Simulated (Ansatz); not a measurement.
Trial structure of Ge, not yet relaxed:

```yaml
crystal:
  lattice:
    - [5.99394, 0.00000, 0.00000]
    - [0.00000, 4.61408, 0.00000]
    - [0.00000, 0.00000, 4.88934]
  atoms:
    - { symbol: Ge, position: [0.40861, 0.25000, 0.00000] }
    - { symbol: Ge, position: [0.59139, 0.75000, 0.50000] }
    - { symbol: Ge, position: [0.59139, 0.75000, 0.00000] }
    - { symbol: Ge, position: [0.40861, 0.25000, 0.50000] }
    - { symbol: Ge, position: [0.91607, 0.50968, 0.25000] }
    - { symbol: Ge, position: [0.08393, 0.49032, 0.75000] }
    - { symbol: Ge, position: [0.08393, 0.00968, 0.25000] }
    - { symbol: Ge, position: [0.91607, 0.99032, 0.75000] }
```

Method: DFT PBE, scalar-relativistic, plane waves, PAW (Ansatz). Plane waves to 420 eV, a k mesh through Γ of 4×4×4 on the computed 8-atom cell and Gaussian smearing (0.10 eV); no spin polarisation.

Energies count from the standard state of Ge at the same level.

**Question.** How far from equilibrium is it?

**Answer.** The pressure is 22.4 GPa (the mean over three directions, positive in compression), the largest force is 0.75 eV/Å, and the energy is +0.60 eV/atom against the standard state. The shortest distance is 2.44 Å.

**Question.** How much does it gain on relaxing, and where does it end?

**Answer.** Relaxing gains about 0.26 eV/atom (the start's value is from the coarse mesh, so the gain is rough) in 14 ionic steps and ends at +0.35 eV/atom on the finer mesh. The symmetry stays Pbcm (No. 57). The volume per atom grows by 22.3 %, from 16.9 to 20.7 Å³. The shortest distance goes from 2.44 Å (Ge–Ge) to 2.68 Å (Ge–Ge). Conventional cell: a = 6.002 Å, b = 5.092 Å, c = 5.412 Å. Ge on a site of symmetry 2 has 6 Ge at 2.70–2.82 Å; around Ge on a site of symmetry m lie 6 Ge at 2.68–2.83 Å.

The last run used a 6×8×8 mesh (in the run's order of axes) for its 8-atom cell and Gaussian smearing of 0.10 eV. The relaxation can't lower the symmetry of the start. Symmetry constrained the relaxation, so the result can be a saddle point.
